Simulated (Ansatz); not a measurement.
A strain series on InAs (zincblende) with HSE06 in Ansatz; the unstrained cell is the r2SCAN minimum. No spin polarisation and no zero-point or thermal motion.

Input of the unstrained run:
```yaml
crystal:
  lattice:
    - [0.0, 3.0545904688, 3.0545904688]
    - [3.0545904688, 0.0, 3.0545904688]
    - [3.0545904688, 3.0545904688, 0.0]
  atoms:
    - { symbol: In, position: [0.0, 0.0, 0.0] }
    - { symbol: As, position: [0.25, 0.25, 0.25] }
kpoints:
  mp_grid: { grid: [6, 6, 6] }
  band_path:
    path:
      - [0.0, 0.0, 0.0]
      - [-0.5, -0.5, 0.0]
      - [-0.375, -0.375, 0.25]
      - [-0.375, 0.0, 0.375]
      - [0.0, 0.0, 0.5]
      - [-0.5, -0.25, 0.25]
    npoints: 1
hamiltonian:
  xc: hse06
scf:
  occupations: { method: fermi_dirac, width: 0.02 }
  n_extra_bands: 4
output:
  forces: true
  stress: true
  eigenvalues: true
```

Its main results, and the levels near the gap at the points of the path (eV from the Fermi energy, bands numbered from 0, names kept under strain):
```
Crystal: 2 atoms, lattice volume = 57.002 Å³
Basis set: ecut = 420 eV, 1139 PW (Γ)
Symmetry: 24 space group operations
Space group: F-43m (ITA 216)
k-points: 16 of 216 (time reversal used)
Free energy (F): -10459.652661 eV
Fermi energy:    7.248764 eV
--- Forces (eV/Å), atoms counted from 1 ---
  atom   1  In      0.00000      0.00000      0.00000
  atom   2  As      0.00000      0.00000      0.00000
--- Stress (GPa, compression-positive) ---
       -0.044503       0.000000       0.000000
        0.000000      -0.044503       0.000000
        0.000000       0.000000      -0.044503
  P = ⅓ Tr σ = -0.0445 GPa (-0.445 kbar)
```
```tsv
point	band_11	band_12	band_13	band_14	band_15	band_16
Γ	-0.190	-0.190	-0.190	0.168	4.453	4.453
X	-6.380	-2.616	-2.616	1.968	2.512	9.904
U	-6.226	-3.593	-2.220	2.562	4.827	7.980
K	-6.226	-3.593	-2.220	2.562	4.827	7.980
L	-6.290	-1.218	-1.218	1.375	5.238	5.238
W	-6.216	-3.273	-3.150	4.775	4.807	5.602
```

Another run changes these blocks:
```yaml
crystal:
  lattice:
    - [0.0, 3.1004093258, 3.1004093258]
    - [3.1004093258, 0.0, 3.1004093258]
    - [3.1004093258, 3.1004093258, 0.0]
  atoms:
    - { symbol: In, position: [0.0, 0.0, 0.0] }
    - { symbol: As, position: [0.25, 0.25, 0.25] }
```

```
Crystal: 2 atoms, lattice volume = 59.606 Å³
Basis set: ecut = 420 eV, 1211 PW (Γ)
Symmetry: 24 space group operations
Space group: F-43m (ITA 216)
k-points: 16 of 216 (time reversal used)
Free energy (F): -10459.632284 eV
Fermi energy:    6.559815 eV
--- Forces (eV/Å), atoms counted from 1 ---
  atom   1  In      0.00000      0.00000      0.00000
  atom   2  As      0.00000      0.00000      0.00000
--- Stress (GPa, compression-positive) ---
       -2.357920       0.000000       0.000000
        0.000000      -2.357920       0.000000
        0.000000       0.000000      -2.357920
  P = ⅓ Tr σ = -2.3579 GPa (-23.579 kbar)
```
```tsv
point	band_11	band_12	band_13	band_14	band_15	band_16
Γ	-0.057	-0.057	-0.057	0.033	4.549	4.549
X	-6.058	-2.336	-2.336	2.160	2.617	9.726
U	-5.914	-3.250	-1.962	2.689	4.838	7.907
K	-5.914	-3.250	-1.962	2.689	4.838	7.907
L	-5.933	-1.022	-1.022	1.388	5.329	5.329
W	-5.908	-2.953	-2.826	4.722	4.880	5.590
```

Question: Which strain is this, and what did it do?

Answer: Isotropic +1.5 % on every length, atoms relaxed again. HSE06: the gap goes from 0.358 to 0.090 eV (-0.268 eV); so small a gap is at the limit of these settings.

Uniaxial -1.0 % along x, other directions held. The input changes in these blocks:
```yaml
crystal:
  lattice:
    - [0.0, 3.0545904688, 3.0545904688]
    - [3.0240445641, 0.0, 3.0545904688]
    - [3.0240445641, 3.0545904688, 0.0]
  atoms:
    - { symbol: In, position: [0.0, 0.0, 0.0] }
    - { symbol: As, position: [0.25, 0.25, 0.25] }
kpoints:
  mp_grid: { grid: [6, 6, 6] }
  band_path:
    path:
      - [0.0, 0.0, 0.0]
      - [-0.5, -0.5, 0.0]
      - [-0.375, -0.375, 0.25]
      - [-0.375, 0.0, 0.375]
      - [0.0, 0.0, 0.5]
      - [-0.5, -0.25, 0.25]
      - [-0.008138, -0.008138, 0.0]
    npoints: 1
output:
  forces: true
  stress: true
  eigenvalues: true
  write_density: true
  write_potential: true
  elf: true
  volumetric_format: npy
```

```
Crystal: 2 atoms, lattice volume = 56.432 Å³
Basis set: ecut = 420 eV, 1099 PW (Γ)
Symmetry: 8 space group operations
Space group: I-4m2 (ITA 119)
k-points: 30 of 216 (time reversal used)
Free energy (F): -10459.651281 eV
Fermi energy:    7.414906 eV
--- Forces (eV/Å), atoms counted from 1 ---
  atom   1  In      0.00000      0.00000      0.00000
  atom   2  As      0.00000      0.00000      0.00000
--- Stress (GPa, compression-positive) ---
        0.814666       0.000000       0.000000
        0.000000       0.418663       0.000000
        0.000000       0.000000       0.418663
  P = ⅓ Tr σ = 0.5507 GPa (5.507 kbar)
```
```tsv
point	band_11	band_12	band_13	band_14	band_15	band_16
Γ	-0.244	-0.244	-0.193	0.190	4.411	4.431
X	-6.481	-2.671	-2.664	1.933	2.510	9.908
U	-6.317	-3.679	-2.266	2.549	4.847	7.986
K	-6.317	-3.679	-2.266	2.549	4.847	7.986
L	-6.379	-1.305	-1.235	1.364	5.175	5.246
W	-6.308	-3.351	-3.233	4.792	4.878	5.681
(-0.008,-0.008,0)	-0.285	-0.247	-0.196	0.231	4.414	4.427
```

HSE06: the gap goes from 0.358 to 0.384 eV (+0.026 eV); with HSE06 the top three valence levels at Γ, degenerate before, become 1+2 from the top over 51 meV.

Another run changes these blocks:
```yaml
crystal:
  lattice:
    - [-0.0101819682, 3.0444085006, 3.0444085006]
    - [3.0444085006, -0.0101819682, 3.0444085006]
    - [3.0444085006, 3.0444085006, -0.0101819682]
  atoms:
    - { symbol: In, position: [-0.0002802011, -0.0002802011, -0.0002802011] }
    - { symbol: As, position: [0.2502802011, 0.2502802011, 0.2502802011] }
kpoints:
  mp_grid: { grid: [6, 6, 6] }
  band_path:
    path:
      - [0.0, 0.0, 0.0]
      - [-0.5, -0.5, 0.0]
      - [-0.375, -0.375, 0.25]
      - [-0.375, 0.0, 0.375]
      - [0.0, 0.0, 0.5]
      - [-0.5, -0.25, 0.25]
      - [-0.007812, 0.002604, 0.003906]
    npoints: 1
```

```
Crystal: 2 atoms, lattice volume = 56.717 Å³
Basis set: ecut = 420 eV, 1103 PW (Γ)
Symmetry: 6 space group operations
Space group: R3m (ITA 160)
k-points: 32 of 216 (time reversal used)
Free energy (F): -10459.652246 eV
Fermi energy:    7.331077 eV
--- Forces (eV/Å), atoms counted from 1 ---
  atom   1  In      0.00108      0.00108      0.00108
  atom   2  As    -0.00108    -0.00108    -0.00108
--- Stress (GPa, compression-positive) ---
        0.249995       0.128708       0.128708
        0.128708       0.249995       0.128708
        0.128708       0.128708       0.249995
  P = ⅓ Tr σ = 0.2500 GPa (2.500 kbar)
```
```tsv
point	band_11	band_12	band_13	band_14	band_15	band_16
Γ	-0.219	-0.219	-0.186	0.180	4.422	4.422
X	-6.420	-2.669	-2.634	1.941	2.497	9.910
U	-6.263	-3.630	-2.269	2.520	4.855	7.977
K	-6.267	-3.641	-2.237	2.568	4.789	7.978
L	-6.338	-1.247	-1.226	1.385	5.226	5.238
W	-6.255	-3.313	-3.190	4.752	4.820	5.600
(-0.008,0.003,0.004)	-0.275	-0.222	-0.187	0.233	4.420	4.425
```

Question: Which strain is this, and what did it do?

Answer: Uniaxial -0.5 % along [111], other directions held, atoms relaxed again. HSE06: the gap goes from 0.358 to 0.366 eV (+0.008 eV); with HSE06 the top three valence levels at Γ, degenerate before, become 1+2 from the top over 33 meV.

Xy shear, engineering strain (angle) -0.5 %. The input changes in these blocks:
```yaml
crystal:
  lattice:
    - [-0.0076364762, 3.0545904688, 3.0545904688]
    - [3.0545904688, -0.0076364762, 3.0545904688]
    - [3.0469539926, 3.0469539926, 0.0]
  atoms:
    - { symbol: In, position: [-0.0004152587, -0.0004152587, 0.0004152587] }
    - { symbol: As, position: [0.2504152587, 0.2504152587, 0.2495847413] }
kpoints:
  mp_grid: { grid: [6, 6, 6] }
  band_path:
    path:
      - [0.0, 0.0, 0.0]
      - [-0.5, -0.5, 0.0]
      - [-0.375, -0.375, 0.25]
      - [-0.375, 0.0, 0.375]
      - [0.0, 0.0, 0.5]
      - [-0.5, -0.25, 0.25]
      - [-0.005208, 0.005046, 0.0]
      - [-0.005534, -0.003906, 0.0]
    npoints: 1
```

```
Crystal: 2 atoms, lattice volume = 57.001 Å³
Basis set: ecut = 420 eV, 1131 PW (Γ)
Symmetry: 4 space group operations
Space group: Imm2 (ITA 44)
k-points: 46 of 216 (time reversal used)
Free energy (F): -10459.652494 eV
Fermi energy:    7.250985 eV
--- Forces (eV/Å), atoms counted from 1 ---
  atom   1  In      0.00000      0.00000      0.00210
  atom   2  As      0.00000      0.00000    -0.00210
--- Stress (GPa, compression-positive) ---
       -0.043773       0.191487       0.000000
        0.191487      -0.043773       0.000000
        0.000000       0.000000      -0.044725
  P = ⅓ Tr σ = -0.0441 GPa (-0.441 kbar)
```
```tsv
point	band_11	band_12	band_13	band_14	band_15	band_16
Γ	-0.209	-0.193	-0.175	0.166	4.426	4.451
X	-6.382	-2.644	-2.593	1.963	2.513	9.902
U	-6.225	-3.586	-2.246	2.524	4.874	7.971
K	-6.228	-3.595	-2.223	2.560	4.824	7.970
L	-6.286	-1.238	-1.223	1.352	5.219	5.228
W	-6.218	-3.275	-3.152	4.760	4.816	5.600
(-0.005,0.005,0)	-0.248	-0.195	-0.176	0.203	4.425	4.454
(-0.006,-0.004,0)	-0.215	-0.206	-0.176	0.184	4.427	4.450
```

HSE06: the gap goes from 0.358 to 0.341 eV (-0.017 eV); with HSE06 the top three valence levels at Γ, degenerate before, become 1+1+1 from the top over 33 meV.

No spin-orbit coupling is included; it can move band edges with weight on the heavy atoms by tenths of an eV.

The program warns that its thresholds are loose for a hybrid's stress.

The meshes of the hybrids are coarse, so their gaps aren't converged to the digits shown.

The splittings at Γ are without spin-orbit coupling, which regroups them where it is of like size or larger.
